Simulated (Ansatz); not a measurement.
**Stability checks on a candidate for BN**

The cell was relaxed from a distorted copy of a database structure.

Computed with DFT PBE, scalar-relativistic, plane waves, PAW (Ansatz 0.2.0). Plane waves to 420 eV, a 12×12×4 mesh through Γ for the 4-atom cell and 0.02 eV Gaussian smearing; no spin polarisation.

```cif
data_structure
_symmetry_space_group_name_H-M 'P-6m2'
_symmetry_Int_Tables_number 187
_cell_length_a 2.5121
_cell_length_b 2.5121
_cell_length_c 8.3519
_cell_angle_alpha 90.000
_cell_angle_beta 90.000
_cell_angle_gamma 120.000
_cell_volume 45.65
loop_
_atom_site_label
_atom_site_type_symbol
_atom_site_symmetry_multiplicity
_atom_site_Wyckoff_symbol
_atom_site_fract_x
_atom_site_fract_y
_atom_site_fract_z
_atom_site_occupancy
B1 B 1 b 0.00000 0.00000 0.50000 1
B2 B 1 c 0.33333 0.66667 0.00000 1
N1 N 1 d 0.33333 0.66667 0.50000 1
N2 N 1 e 0.66667 0.33333 0.00000 1
```

The zero of energy is the elements' standard structures at the same level (N₂ as a molecule); no fitted shifts are applied.

Question: These tests were run: energy against the elements; phonons on a 3×3×1 q mesh; elastic tensor. What do they show?

Answer:

```
                       test                                                                                    result
energy against the elements                                                                            −1.251 eV/atom
  phonons on a 3×3×1 q mesh  no imaginary mode on the mesh, but the interpolation dips to 21i cm⁻¹ between its points
             elastic tensor                                                                    least eigenvalue 0 GPa
```

It fails none of these tests outright. Competing phases weren't compared here. Undecided: phonons on a 3×3×1 q mesh (too near zero for this accuracy).

Weakly bound directions are ill-defined at this level, which has no dispersion term. The run for the phonons used a 12×12×4 k mesh. The run for the elastic tensor used a 12×12×4 k mesh.
